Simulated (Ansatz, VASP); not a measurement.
**Al35N36 (V_Al) in two plane-wave programs**

Aim: how closely do two programs agree when they are given the same cell, functional and k mesh? The cell is taken from a series of runs on this material, whose earlier steps may have relaxed, scaled, displaced or heated it; both programs get it as it stands.

Calculated with Ansatz 0.2.0; plane waves, with VASP 6.6.1 beside it; single point at r2SCAN.

## (1) The starting structure

The cell holds 71 atoms: 35 Al and 36 N. Its edges and angles: a = 9.459 Å, b = 9.459 Å, c = 10.106 Å, α = 90.0°, β = 90.0°, γ = 120.0°. It derives from AlN (AlN (P6_3mc)). Nearest the centre at fractional (0.444, 0.556, 0.500): N52 at 2.19 Å, N40 at 2.20 Å, N56 at 2.21 Å, N55 at 2.21 Å, N53 at 3.12 Å, Al7 at 3.17 Å, Al18 at 3.17 Å, Al22 at 3.17 Å.

As a file:

```xyz
71
Lattice="9.4594 0.0000 0.0000 -4.7297 8.1920 0.0000 0.0000 0.0000 10.1058" Properties=species:S:1:pos:R:3 pbc="T T T"
Al    1.5773    0.9122    2.5138
Al    0.0056    1.7714    5.0733
Al    1.5768    0.9079    7.5894
Al    0.0005    1.8089   10.0997
Al   -0.0070    3.6397    2.4586
Al   -1.6172    4.5864    5.0746
Al   -0.0480    3.6160    7.5999
Al   -1.5884    4.5621   10.0992
Al   -1.5765    6.3757    2.5137
Al   -3.1521    7.2853    5.0510
Al   -1.5808    6.3782    7.5895
Al   -3.1522    7.2854    0.0024
Al    4.7290    0.9132    2.5138
Al    3.1465    1.7736    5.0741
Al    4.7352    0.9172    7.5820
Al    3.1537    1.8096   10.0995
Al    3.1615    3.6398    2.4594
Al    3.2018    3.6166    7.6007
Al    1.5774    4.5548   10.0891
Al    1.5776    6.3841    2.4592
Al   -0.0470    7.3057    5.0744
Al    1.5774    6.4312    7.6001
Al   -0.0119    7.2929   10.0996
Al    7.8845    0.9131    2.5143
Al    6.3072    1.8239    5.0478
Al    7.8779    0.9169    7.5823
Al    6.3067    1.8243   10.1050
Al    6.3071    3.6462    2.5138
Al    4.7704    4.5865    5.0738
Al    6.3066    3.6387    7.5819
Al    4.7430    4.5621   10.0997
Al    4.7317    6.3760    2.5141
Al    3.2020    7.3072    5.0737
Al    4.7355    6.3782    7.5894
Al    3.1666    7.2930   10.0998
N     1.5749    0.9102    4.4485
N     0.0048    1.8133    1.9069
N     1.5748    0.9108    9.5006
N     0.0031    1.8171    6.9800
N    -0.2353    3.5086    4.3555
N    -1.5801    4.5596    1.9063
N    -0.0086    3.6410    9.5184
N    -1.5773    4.5571    6.9798
N    -1.5813    6.3787    4.4485
N    -3.1499    7.2838    1.9251
N    -1.5817    6.3788    9.5001
N    -3.1500    7.2839    6.9715
N     4.7261    0.9143    4.4441
N     3.1538    1.8133    1.9066
N     4.7298    0.9167    9.4959
N     3.1540    1.8175    6.9799
N     3.3818    3.5128    4.3561
N     1.5792    4.5535    1.9331
N     3.1589    3.6419    9.5190
N     1.5785    4.5535    7.2574
N     1.5776    6.6472    4.3564
N    -0.0058    7.2870    1.9069
N     1.5753    6.3852    9.5186
N    -0.0020    7.2857    6.9795
N     7.8837    0.9133    4.4446
N     6.3091    1.8228    1.9241
N     7.8788    0.9165    9.4962
N     6.3089    1.8228    6.9701
N     6.3049    3.6486    4.4440
N     4.7397    4.5599    1.9072
N     6.3047    3.6437    9.4957
N     4.7362    4.5572    6.9795
N     4.7328    6.3792    4.4485
N     3.1652    7.2872    1.9069
N     4.7320    6.3789    9.5006
N     3.1611    7.2861    6.9803
```

## (2) Ansatz: single point, r2SCAN

Ansatz runs on its PAW soft_1 files.

With cell and atoms fixed, the geometry can't cause a difference; cores, projectors, grids and the points listed under the comparison can.

input.yaml reads:

```yaml
crystal:
  checkpoint: "../qp1_M2.relax.run"
  host: checkpoint
basis:
  ecutwfc: 500
  xc_grid: 2
hamiltonian:
  xc: r2scan
  pseudopotentials: { kind: paw, azcp: { folder: soft_1 } }
kpoints:
  mp_grid: { grid: [2, 2, 2], shift: [0.5, 0.5, 0.5] }
scf:
  occupations: { method: fermi_dirac, width: 0.01 }
  max_iter: 60
output:
  forces: true
  eigenvalues: true
  charged_corrections: { defect_position: [0.444444, 0.555556, 0.499602] }
checkpoint:
  read: "../qp1_M2.relax.run"
  write: "../qp1_M2.point_neutral.run"
  compress: false
  write_wavefunctions: false
  write_every: 100000
magnetization:
  spin_polarized: true
  initial_magnetization: 1
  spin_locking: { lock_magnetization: hard }
```

Command:

```
$ ansatz run input.yaml --threads 8 --pin off --max-ram 15073MiB --backend cpu --events-out ev --progress --plain --runs-dir out
```

Numbers of over 12 decimals in the logs are rounded to 6 here.

Output:

```text
Warning: This run holds its total moment fixed (magnetization.spin_locking.lock_magnetization: hard) and mixes its density by anderson or broyden (scf.mixing.algorithm, typed or taken by auto). Slabs with a fixed moment have converged under broyden above another state at the same moment, at the default mixing steps and at smaller ones, and under scf.lower_state_search: standard, light or off a state that such a mixer [...]
checkpoint.read: neither the saved density nor the saved orbitals are used: the state is of another total charge, and does not settle where this run's electrons and spins go. The run starts from its atoms. Which states do: the manual's quickstart, A charge series.
crystal.checkpoint: the structure is that of <dir>, a `relax` run, at its step 7: its result, under r2scan at a charge of 1 e; 71 atoms read, 4 with a starting moment; this deck's charge is 0 e; this run starts in the magnetic order that was found there; no density is read with it (checkpoint.read); crystal.structure_sha256 for this input is
Engine: ansatz 0.2.0, aarch64-unknown-linux-gnu
Pseudopotentials: kind: paw
Pseudopotential: Al, paw, valence charge 3, recommended cutoff 500 eV (meta_gga), soft_1/Al.paw.azcp
Pseudopotential: N, paw, valence charge 5, recommended cutoff 500 eV (meta_gga), soft_1/N.paw.azcp
Functional definition: r2SCAN
  parameter k0 = 0.174
  parameter k1 = 0.065
  parameter a1 = 4.9479
  exchange = r2scan_x(k0 = k0, k1 = k1, a1 = a1)
  correlation = r2scan_c
Crystal: 71 atoms, lattice volume = 783.115 Å³
Basis set: ecut = 500 eV, 19945 PW (Γ), exchange–correlation on 144×144×150 points (8 copies of the dense FFT grid, shifted against one another)
Bands: 214, of which v1, the nominal top of the filled ones, is band 143 counted from 1 (142 counted from 0)
Symmetry: 1 space group operations
Space group: P1 (ITA 1), of the structure as read, at distance tolerance 9.2e-5 Å
Magnetic group: BNS 1.1 (UNI 1), of the structure as read, at distance tolerance 9.2e-5 Å
k-points: 4 of 8 (time reversal used)
Non-local potential: Al, projectors of the file, l = 0: 2, l = 1: 2, l = 2: 1
Non-local potential: N, projectors of the file, l = 0: 2, l = 1: 2, l = 2: 1
PAW form: soft (Blöchl's): semilocal exchange-correlation on the pseudo side does not see the compensation charge
PAW frozen core: Al, regenerated for the run's functional (the file was generated under x = pbe(κ = 0.804, μ = 0.219515), c = pbe(β = 0.066725))
PAW frozen core: N, regenerated for the run's functional (the file was generated under x = pbe(κ = 0.804, μ = 0.219515), c = pbe(β = 0.066725))
PAW one-centre angular grid: Al, 302 points (default); XC on 160 Gauss nodes
PAW one-centre angular grid: N, 302 points (default); XC on 160 Gauss nodes
Initial density: superposition of atomic densities (chi_scale 0.1, normalization cell, long waves kept (reshape's long-wave potential 0.14 eV rms))
Starting moments: Σ|m| = 2.21224 μB on 4 of 71 sites
Initial wavefunctions: pseudopotential atomic-orbital guess
Functional: x = r2scan, c = r2scan; τ floored in thin density (d = 2e-4 eV/Å³)
SCF iter   1: F=—  HF=-32907.429350 eV  |F-HF|=—  |Δ(HF+E_count)|=         —  Δρ=6.41e-2 (↑6.40e-2 ↓6.41e-2)  dr2=1.57e2  dr2_τ=4.42e0  dr2_m=5.97e-1  M=1.000 μB ∫|m|=2.927 μB  β_m=1.00  ethr=3.10e-3  ⟨swp⟩=6.0  Hψ=6841  notcnv=0  defer=440
preconditioner: auto → Resta (q_TF=auto, 2.305 Å⁻¹)  ε∞=3.3  [insulator: Δε(μ)=0.237 eV  Ē_g=14.666 eV  σ=0.010 eV  W_gap=1.00  n_scr=162 (ndim 8)  ℏωp=22.4 eV  f_vac=0.000  D(μ)=0.00/eV (n_scr^D=0)  ε∞_Penn≈3.3]
spin=Collinear: Resta preconditioning applied to the charge; magnetization (m = ρ↑ − ρ↓) channel mixes plain (no charge-response kernel on spin).
SCF iter   2: F=—  HF=-32877.070083 eV  |F-HF|=—  |Δ(HF+E_count)|=    3.04e1  Δρ=3.32e-2 (↑3.32e-2 ↓3.31e-2)  dr2=4.24e1  dr2_τ=3.54e-1  dr2_m=3.32e-2  M=1.000 μB ∫|m|=3.172 μB  β_m=1.00  ethr=3.10e-3  ⟨swp⟩=3.0  Hψ=3228  notcnv=0  defer=514  κ⁻¹=1.0e0(r=1)
spin-set hold released at iteration 2 (site moments show no strong build): the magnetisation degrees of freedom join the quasi-Newton model from the next iteration; the mixer history was kept
SCF iter   3: F=—  HF=-32872.833074 eV  |F-HF|=—  |Δ(HF+E_count)|=    4.24e0  Δρ=1.70e-2 (↑1.70e-2 ↓1.70e-2)  dr2=4.90e0  dr2_τ=2.46e-1  dr2_m=2.45e-3  M=1.000 μB ∫|m|=3.222 μB  β_m=1.20  ethr=3.10e-3  ⟨swp⟩=3.0  Hψ=3173  notcnv=0  defer=529  κ⁻¹=4.4e-2(r=2)
[...]
atom  59  N      0.12142593     0.14803720    -0.37296064
  atom  60  Al     0.01112224     0.05939102    -0.14649053
  atom  61  Al    -0.06151708     0.00976365     0.14735023
  atom  62  N      0.03914258    -0.05979159    -0.01526622
  atom  63  N      0.12801446     0.08308782     0.31970034
  atom  64  Al    -0.10542862    -0.11130058     0.13792870
  atom  65  Al    -0.77820402    -0.35801982    -0.47735566
  atom  66  N      0.31512585     0.16513214     0.06200048
  atom  67  N      0.12284058     0.08708623    -0.32480192
  atom  68  Al    -0.03532335    -0.05979248    -0.12467033
  atom  69  Al    -0.05394415    -0.01996641     0.12949183
  atom  70  N      0.07253250     0.00474771    -0.04120888
  atom  71  N      0.07821930     0.11273660     0.27006885
  max |Σ_I F_I| component: 2.70e-3 eV/Å
--- Band table (eV; the first three rows and the last of 8) ---
  k-point 0 ↑: bands = [... 139 lower, 5.8565, 5.9075, 6.0023, 6.3584, 7.6203, 11.8940, 12.0049, 12.0814, ... 67 higher]
  k-point 1 ↑: bands = [... 139 lower, 5.8561, 5.9081, 6.0021, 6.3584, 7.6203, 11.8942, 12.0048, 12.0813, ... 67 higher]
  k-point 2 ↑: bands = [... 139 lower, 5.9016, 5.9193, 6.2774, 6.2812, 7.5958, 11.3694, 11.9119, 12.1969, ... 67 higher]
  k-point 3 ↓: bands = [... 139 lower, 6.0108, 6.0526, 7.1288, 8.0238, 8.2013, 11.3782, 11.9415, 12.1830, ... 67 higher]
```

In the SCF lines HF is the Harris–Foulkes energy and dr2 the Hartree energy of the density residual, in eV; the loop may stop once dr2 is under the threshold and the program's other checks hold. Hψ counts applications of the Hamiltonian.

## (3) VASP: single point, r2SCAN

The same cell, functional, mesh and smearing now go to VASP, with its own data sets.

Lines of VASP's logs that name or quote its potential files are left out, and so is its time.

INCAR reads:

```
SYSTEM = Al35N36
PREC = Accurate
ENCUT = 580
EDIFF = 1E-06
NELM = 200
ISMEAR = -1
SIGMA = 0.01
LREAL = Auto
ALGO = Normal
METAGGA = R2SCAN
LASPH = .TRUE.
NBANDS = 192
ISPIN = 2
MAGMOM = -0 -0 -0 -0 -0 -0 0 -0 -0 -0 -0 0 -0 -0 0 -0 -0 0 0 -0 -0 0 -0 -0 -0 0 -0 -0 -0 0 -0 -0 -0 -0 -0 0 0 0 0 0.44 0 -0.04 0 0 -0 0 -0 0.06 0 -0 0 0.39 0.01 -0.04 -0.58 0.43 0 -0.04 0 0.06 -0 -0 -0 0.06 0 -0 0 0 0 0 0
LORBIT = 11
LWAVE = .FALSE.
LCHARG = .FALSE.
ISIF = 2
ISYM = 0
NUPDOWN = 1
GGA_COMPAT = .FALSE.
LMIXTAU = .TRUE.
KPAR = 4
```

POSCAR reads:

```
Al35N36
1.0
    9.4593590190      0.0000000873      0.0000000000
   -4.7296795851      8.1920451703      0.0000000000
    0.0000000000      0.0000000000     10.1058248848
Al N
35 36
Direct
    0.2224221851      0.1113520796      0.2487498919
    0.1087021863      0.2162289752      0.5020170902
    0.2221044661      0.1108220819      0.7509916851
    0.1104607562      0.2208163793      0.9993937031
    0.2214071952      0.4442933121      0.2432863845
    0.1089622477      0.5598605852      0.5021466184
    0.2156229535      0.4414022334      0.7520351167
    0.1105245370      0.5568956427      0.9993486493
    0.2224764455      0.7782782412      0.2487337677
    0.1114298739      0.8893141668      0.4998116045
    0.2221802902      0.7785897438      0.7510004846
    0.1114312267      0.8893247966      0.0002394928
    0.5556666889      0.1114791343      0.2487482381
    0.4408829108      0.2165034914      0.5020957936
    0.5565671567      0.1119577727      0.7502642281
    0.4438428771      0.2208989091      0.9993788344
    0.5563738063      0.4443128820      0.2433618462
    0.5592213787      0.4414810240      0.7521108129
    0.4447638897      0.5560080847      0.9983430890
    0.5564341105      0.7793066202      0.2433452791
    0.4409383049      0.8918071992      0.5021272250
    0.5592888273      0.7850599947      0.7520492802
    0.4438641346      0.8902381266      0.9993880657
    0.8892427508      0.1114580043      0.2488004990
    0.7780939144      0.2226474352      0.4994962873
    0.8887734091      0.1119203766      0.7502936149
    0.7780594026      0.2226933414      0.9999188292
    0.8893015396      0.4450877985      0.2487453729
    0.7842396164      0.5598783725      0.5020668855
    0.8887874668      0.4441700103      0.7502542783
    0.7798506139      0.5568940074      0.9993956465
    0.8893791986      0.7783218139      0.2487763474
    0.7844917281      0.8919882954      0.5020589743
    0.8899083322      0.7785811708      0.7509922513
    0.7798887967      0.8902555006      0.9994014406
    0.2220488338      0.1111065970      0.4401937569
    0.1111766877      0.2213464217      0.1886910433
    0.2220738242      0.1111791207      0.9401071572
    0.1112355129      0.2218083630      0.6906908664
    0.1892673612      0.4282945826      0.4309932764
    0.1112485261      0.5565880890      0.1886364482
    0.2213198265      0.4444583218      0.9418725204
    0.1113946504      0.5562832154      0.6906695271
    0.2221581241      0.7786483806      0.4401962788
    0.1115722657      0.8891290246      0.1904987787
    0.2221258561      0.7786615761      0.9400572712
    0.1115697813      0.8891426783      0.6898501188
    0.5554266905      0.1116113380      0.4397551008
    0.4440797433      0.2213464475      0.1886585908
    0.5559686063      0.1119060473      0.9396424402
    0.4443594983      0.2218644775      0.6906853823
    0.5719121519      0.4288073477      0.4310478639
    0.4448649823      0.5558451909      0.1912812306
    0.5562316729      0.4445670671      0.9419359956
    0.4447970815      0.5558453537      0.7181358982
    0.5724894600      0.8114241545      0.4310752066
    0.4441497290      0.8895221111      0.1886896196
    0.5562553576      0.7794381134      0.9418900306
    0.4444760871      0.8893672676      0.6906403236
    0.8891654871      0.1114805858      0.4398011842
    0.7782253273      0.2225136403      0.1903912031
    0.8888433284      0.1118736380      0.9396776066
    0.7781985955      0.2225043315      0.6897144400
    0.8892213128      0.4453850973      0.4397491347
    0.7793724715      0.5566285411      0.1887183425
    0.8889028534      0.4447873603      0.9396287143
    0.7788328825      0.5562914657      0.6906453605
    0.8896866580      0.7787050399      0.4401873915
    0.7793834966      0.8895447228      0.1886922938
    0.8895832079      0.7786722889      0.9401114722
    0.7788811035      0.8894075324      0.6907242150
```

KPOINTS reads:

```
Points of the shifted mesh
8
Reciprocal
 0.2500000000  0.2500000000  0.2500000000 1
 0.2500000000  0.2500000000  0.7500000000 1
 0.2500000000  0.7500000000  0.2500000000 1
 0.2500000000  0.7500000000  0.7500000000 1
 0.7500000000  0.2500000000  0.2500000000 1
 0.7500000000  0.2500000000  0.7500000000 1
 0.7500000000  0.7500000000  0.2500000000 1
 0.7500000000  0.7500000000  0.7500000000 1
```

PAW data sets: Al and N (PBE family, release 64).

Command:

```
$ mpirun -np 8 vasp_std
```

Output:

```text
[banner, memory and clock lines left out]
running    8 mpi-ranks, on    1 nodes
[...]
|                                                                             |
|           W    W    AA    RRRRR   N    N  II  N    N   GGGG   !!!           |
|           W    W   A  A   R    R  NN   N  II  NN   N  G    G  !!!           |
|           W    W  A    A  R    R  N N  N  II  N N  N  G       !!!           |
|           W WW W  AAAAAA  RRRRR   N  N N  II  N  N N  G  GGG   !            |
|           WW  WW  A    A  R   R   N   NN  II  N   NN  G    G                |
|           W    W  A    A  R    R  N    N  II  N    N   GGGG   !!!           |
|                                                                             |
|     For optimal performance we recommend to set                             |
|       NCORE = 2 up to number-of-cores-per-socket                            |
|     NCORE specifies how many cores store one orbital (NPAR=cpu/NCORE).      |
|     This setting can greatly improve the performance of VASP for DFT.       |
[...]
|                                                                             |
|     You enforced a specific xc type in the INCAR file but a different       |
|     [... a line on the potential file left out ...]
|     I HOPE YOU KNOW WHAT YOU ARE DOING!                                     |
|                                                                             |

 LDA part: xc-table for (None), standard interpolation
 POSCAR, INCAR and KPOINTS ok, starting setup
[...]
entering main loop
       N       E                     dE             d eps       ncg     rms          rms(c)
DAV:   1     0.116249251118E+04    0.11625E+04   -0.14493E+05  6144   0.151E+03
DAV:   2    -0.669182842749E+03   -0.18317E+04   -0.17584E+04  7664   0.298E+02
DAV:   3    -0.822158212232E+03   -0.15298E+03   -0.15149E+03  7416   0.926E+01
DAV:   4    -0.824978365821E+03   -0.28202E+01   -0.28085E+01  7280   0.131E+01
[...]
DAV:  21    -0.674837294900E+03    0.11919E-05   -0.68297E-06  6680   0.628E-03    0.480E-03
DAV:  22    -0.674837296676E+03   -0.17758E-05   -0.12299E-06  4512   0.345E-03    0.324E-03
DAV:  23    -0.674837297310E+03   -0.63445E-06   -0.81332E-07  3920   0.228E-03
   1 F= -.67483730E+03 E0= -.67483730E+03  d E =-.321424E-09  mag=     1.0000
```

OUTCAR, selected parts (step 3):

```text
  FREE ENERGIE OF THE ION-ELECTRON SYSTEM (eV)
  ---------------------------------------------------
  free  energy   TOTEN  =      -674.8372973101 eV

  energy  without entropy=     -674.8372973098  energy(sigma->0) =     -674.83729731

 magnetization (x)
# of ion       s       p       d       tot
------------------------------------------
    1       -0.000  -0.000   0.000  -0.000
    2       -0.002  -0.003   0.000  -0.005
    3       -0.000  -0.000   0.000  -0.000
    4       -0.000  -0.000   0.000  -0.000
    5       -0.002  -0.004   0.000  -0.006
    6       -0.003  -0.003   0.000  -0.006
    7        0.003   0.005   0.000   0.009
    8       -0.000  -0.000   0.000  -0.000
    9       -0.000  -0.000   0.000  -0.000
   10       -0.000  -0.000   0.000  -0.000
   11       -0.000  -0.000   0.000  -0.000
   12        0.000   0.000   0.000   0.000
   13       -0.000  -0.000   0.000  -0.000
[...]
--------------------------------------------------
tot          0.016   0.691   0.000   0.707
```

The run ends at a pressure of -7.29 GPa, with forces up to 1.2 eV/Å.

## (4) Comparison

Known differences besides the potentials themselves: VASP starts from the moments at which Ansatz ended; VASP keeps PBE cores, Ansatz makes them for the functional; the cutoff is 500 eV in Ansatz and 580 eV in VASP (PREC = Accurate, projectors in real space); site moments are counted in spheres of each program's own size. Total energies have different zeros and are not compared.

The two programs side by side:

| quantity | Ansatz | VASP | difference |
| --- | --- | --- | --- |
| total moment, fixed by the input (μB) | 1.00 | 1.00 | 0.00 |
| moment on N55 (μB) | -0.58 | -0.55 | -0.03 |
| moment on N40 (μB) | 0.44 | 0.42 | +0.02 |
| moment on N56 (μB) | 0.43 | 0.42 | +0.02 |
| moment on N52 (μB) | 0.39 | 0.36 | +0.02 |
| moment on N48 (μB) | 0.06 | 0.06 | 0.00 |
| moment on N64 (μB) | 0.06 | 0.06 | +0.01 |
| moment on N60 (μB) | 0.06 | 0.05 | 0.00 |

Forces on 9 of the 71 atoms, those with the largest forces and the largest differences (eV/Å; atoms numbered as in POSCAR):

```
atom          Ansatz x, y, z            VASP x, y, z
 Al2   -0.081, 0.854, -0.477   -0.083, 0.844, -0.464
 Al6   0.669, -0.492, -0.487   0.658, -0.489, -0.474
 Al7    0.153, 0.056, -0.295    0.147, 0.053, -0.279
Al14    0.083, 1.042, -0.553    0.090, 1.046, -0.546
Al17    0.036, -0.018, 1.125    0.040, -0.020, 1.135
Al21   0.764, -0.332, -0.487   0.757, -0.322, -0.473
Al22   0.026, -0.161, -0.298   0.027, -0.153, -0.282
Al29  -0.858, -0.598, -0.554  -0.856, -0.604, -0.547
Al33  -0.778, -0.358, -0.477  -0.772, -0.352, -0.464
```

The forces differ by 4.2 meV/Å r.m.s., which is 1.7 % of the r.m.s. force of 0.251 eV/Å (both taken over all components).

## (5) Results

| Property | Result |
| --- | --- |
| r.m.s. force difference (single point, r2SCAN) | 1.7 % of the r.m.s. force |

**Reading.** The r.m.s. force difference is 1.7 % of the r.m.s. force (single point, r2SCAN), within the 3 % picked in this series as the mark of a large difference. How closely two codes agree says nothing of how well the functional describes the real material.

[Lines on the potential files, build, host, timing and source positions are cut from VASP's logs without a mark.]

[Logs are printed without paths, hosts, clocks, repeated set-up lines and the standing remarks that a program may print on its own settings, such as how far it seeks lower states.]

[Hosts, paths, dates, database ids (printed as entryN), source tags and the programs' standing remarks are cut or masked in the printed files.]
